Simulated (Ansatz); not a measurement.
# Elastic constants of TlBr (Pm-3m) under pressure

```
Tl Br
1.0
     3.91452    0.00000    0.00000
     0.00000    3.91452    0.00000
     0.00000    0.00000    3.91452
Tl Br
1 1
Direct
  0.00000 0.00000 0.00000
  0.50000 0.50000 0.50000
```

This is the zero-pressure cell. At each pressure cell and atoms are relaxed in this structure, and the constants are slopes of the stress at strains of ±0.005 with relaxed ions (the coefficients that govern stability under load). Level: PBEsol, PAW on Ansatz 0.2.0's default frozen-core files (fitted under PBE), scalar-relativistic; k mesh 6×6×6, strains of ±0.005, fixed occupations, cutoff 420 eV. P is the pressure of the relaxed cell, less that of this one.

| P (GPa) | V/V₀ | C11 (GPa) | C12 (GPa) | C44 (GPa) |
| --- | --- | --- | --- | --- |
| 0.00 | 1.0000 | 43.6 | 18.8 | 10.3 |
| 1.01 | 0.9664 | 49.0 | 23.8 | 13.1 |
| 1.99 | 0.9396 | 54.0 | 28.5 | 15.7 |
| 3.99 | 0.8955 | 63.8 | 37.8 | 20.9 |
| 6.98 | ? | ? | ? | ? |
| 9.96 | 0.8089 | 90.4 | 63.8 | 35.1 |
| 14.95 | 0.7615 | 111.1 | 84.4 | 46.1 |

Q: Does the bulk modulus from the constants agree with the pressure-volume curve?

A: A third-order Birch-Murnaghan fit to the volumes shown (F against f, f = [(V₀/V)^(2/3) − 1]/2) gives B₀ = 27.1 GPa and B′ = 5.2. Its −V dP/dV stands beside (C11 + 2C12)/3:

| P (GPa) | from P(V) | from the constants |
| --- | --- | --- |
| 0.00 | 27.1 | 27.1 |
| 1.01 | 32.2 | 32.2 |
| 1.99 | 37.0 | 37.0 |
| 3.99 | 46.4 | 46.5 |
| 9.96 | 72.8 | 72.7 |
| 14.95 | 93.8 | 93.3 |

Q: What are the pressure derivatives at zero pressure?

A: Slopes at V₀ of quadratic fits in −ln(V/V₀) through the first four rows shown, divided by B₀: dC11/dP = 5.4, dC12/dP = 5.0, dC44/dP = 2.8. The mean slopes up to 2.0 GPa are 5.2, 4.9, 2.7; curvature and scatter of the constants part the two. The combination (dC11/dP + 2 dC12/dP)/3 = 5.1 stands against B′.

Q: Fill the row at 6.98 GPa.

A: Cubic fits in −ln(V/V₀) through all rows shown give C11 = 77.4, C12 = 51.1, C44 = 28.2 GPa. Computed: V/V₀ = 0.8463, C11 (GPa) = 77.5, C12 (GPa) = 51.1, C44 (GPa) = 28.2.

Q: Does a shear stiffness soften?

A: C44 goes from 10.3 to 46.1 GPa; (C11 − C12)/2 goes from 12.4 to 13.3 GPa. Neither ends more than 3 % under its start, and the lattice stays mechanically stable over this range.

Keep in mind: no other phase was computed; many crystals of this kind change structure within this range, and rows or crossings beyond such a change describe a metastable lattice; frozen-core PAW files fitted under PBE, their cores solved anew for the functional of the run; no spin-orbit coupling on heavy atoms; phonons weren't checked at these pressures.
